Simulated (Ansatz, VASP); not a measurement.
## KF: VASP beside Ansatz

```
CELL_PARAMETERS angstrom
0.00000 2.67214 2.67214
2.67214 0.00000 2.67214
2.67214 2.67214 0.00000
ATOMIC_POSITIONS crystal
K 0.00000 0.00000 0.00000
F 0.50000 0.50000 0.50000
```

Alike in both runs: task single point; functional PBE; k mesh 8 × 8 × 8; occupations gaussian, width 0.02 eV; no spin polarisation.

```csv
,VASP,Ansatz
version,VASP 6.6.1,Ansatz 0.2.0
potentials or method,"VASP PAW PBE potentials, release 64 (K_sv, F)","scalar-relativistic, plane waves, PAW"
plane-wave cutoff (eV),520,420
valence electrons in the cell,16,16
```

|  | VASP | Ansatz | Ansatz less VASP |
| --- | --- | --- | --- |
| gap on the k mesh at the Fermi level (eV) | 6.16 | 6.18 | +0.016 |
| least direct gap on the mesh (eV) | 6.16 | 6.18 | +0.016 |
| pressure (GPa) | 1.4 | 1.4 | -0.04 |

The functional is the same, so the differences come from potentials, cutoffs and numerics.

A k mesh can miss the band edges.
